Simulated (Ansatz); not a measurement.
TiO2 (Anatase):

```
CELL_PARAMETERS angstrom
-1.89210 1.89210 4.75730
1.89210 -1.89210 4.75730
1.89210 1.89210 -4.75730
ATOMIC_POSITIONS crystal
Ti 0.75000 0.25000 0.50000
Ti 0.00000 0.00000 0.00000
O 0.79190 0.79190 0.00000
O 0.54190 0.04190 0.50000
O 0.95810 0.45810 0.50000
O 0.20810 0.20810 0.00000
```

Program: Ansatz 0.2.0. Alike in all runs: potentials or basis Ansatz PAW; no spin polarisation; cell as given; cutoff (eV) 420.

**Question.** Order these runs on this cell by their band gap on the k mesh, lowest first.
A. level B3LYP; k mesh 6 × 6 × 6; smearing fermi-dirac 0.05 eV
B. level PBE-EpsX; k mesh 6 × 6 × 6; smearing fermi-dirac 0.05 eV
C. level PBE0; k mesh 6 × 6 × 6; smearing fermi-dirac 0.05 eV
D. level RPBE; k mesh 10 × 10 × 10; smearing gaussian 0.05 eV
E. level PBE+U; U Ti d U = 2 eV; k mesh 10 × 10 × 10; smearing fermi-dirac 0.05 eV; hubbard projectors ortho-atomic (the default); double counting fll (the default)

**Answer.** D (2.18 eV), E (2.37 eV), B (3.48 eV), A (3.92 eV), C (4.41 eV).

Caveats: the density of states is complete only up to the lowest level of the last band computed (some runs).

A k mesh can miss the band edges.

Not every run made on this cell is shown here.
